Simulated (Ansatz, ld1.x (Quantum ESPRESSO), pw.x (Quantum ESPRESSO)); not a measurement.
## molybdenum (Mo): one change to the RRKJ potential, in the atom and in the fcc crystal

* Element: Mo
* Generator: ld1.x (Quantum ESPRESSO) 7.5
* Type: norm-conserving RRKJ (Kleinman–Bylander form)
* Functional: PBE
* Relativity: scalar-relativistic
* Frozen core: [Kr]
* Valence charge: 6
* Reference configuration: 4d5 5s1 5p0
* Partial waves: 5p (bound, empty): rc 4.15 bohr; 4d (bound): rc 1.35 bohr; 5s (bound): rc 2.70 bohr
* Local potential: the s channel
* Core correction: none
* rho0: 0.005

Change: wave 5s (bound): rc 2.70 bohr becomes 5s (bound): rc 3.44 bohr.

Cutoffs, loose and tight: the cutoffs (Ry, on a coarse ladder) from which the occupation-weighted sum of valence levels, in a spherical-Bessel basis at the reference potential, stays within 10 and 1 mRy of its value at 400 Ry. They do not see the model core or the augmentation charge, which bear on the density cutoff. Test errors are all-electron minus pseudo excitation energies from the reference, over the configurations 4d5 5s0 5p0; 4d4 5s0 5p0; 4d3 5s0 5p0; 4d4 5s1 5p1; 4d5.5 5s0.5 5p0; 4d4 5s1 5p0; 4d5 5s0.5 5p0; variants that change the core or the reference have their own tests.

Crystal test: fcc Mo in pw.x 7.5, no spin, 14³ k-points, Fermi–Dirac smearing 0.01 Ry, cutoffs set for each file from its atomic test. The reference is all-electron LAPW (Ansatz 0.2.0) with the same functional, mesh and smearing; V0 and B0 come from Birch–Murnaghan fits to the pressures at five volumes. Errors are pseudo minus all-electron; Δ is the rms difference of the E(V) curves that follow from these fits, minima aligned, over ±6 % about the mean V0. Mesh and smearing are coarse, so the numbers serve the comparison and aren't converged zero-temperature values; the lattice is a test structure that the element need not adopt.

All-electron: a0 = 4.005 Å (V0 = 16.06 Å³/atom), B0 = 235.3 GPa.

Task: Does the change bring the crystal closer to the all-electron result?

Result: The mean pressure error goes from +11.64 to +4.02 GPa, so the change moves the solid closer to the all-electron pressures.

| quantity | base | changed |
| --- | --- | --- |
| outcome (atom) | generated | generated |
| cutoff, loose (atom) | 50 Ry | 50 Ry |
| cutoff, tight (atom) | 90 Ry | 90 Ry |
| bound ghosts (atom) | none | none |
| largest test error (meV) (atom) | -202 | -262 |
| cutoffs in pw.x (Ry) | 110/440 | 110/440 |
| a0 (Å) | 4.066 | 4.027 |
| a0 error (%) | +1.53 | +0.55 |
| B0 error (%) | -2.9 | -0.9 |
| Δ (meV/atom) | 38.1 | 13.7 |
| mean pressure error (GPa) | +11.64 | +4.02 |

Base: The largest radius (4.15 bohr) exceeds half the bond length (2.67 bohr), so the spheres overlap, which is one possible source of error among others. This is a poor potential for the solid. Changed file: The largest radius (4.15 bohr) exceeds half the bond length (2.67 bohr), so the spheres overlap, which is one possible source of error among others. This is a poor potential for the solid. The atomic cutoffs weigh occupied waves only.
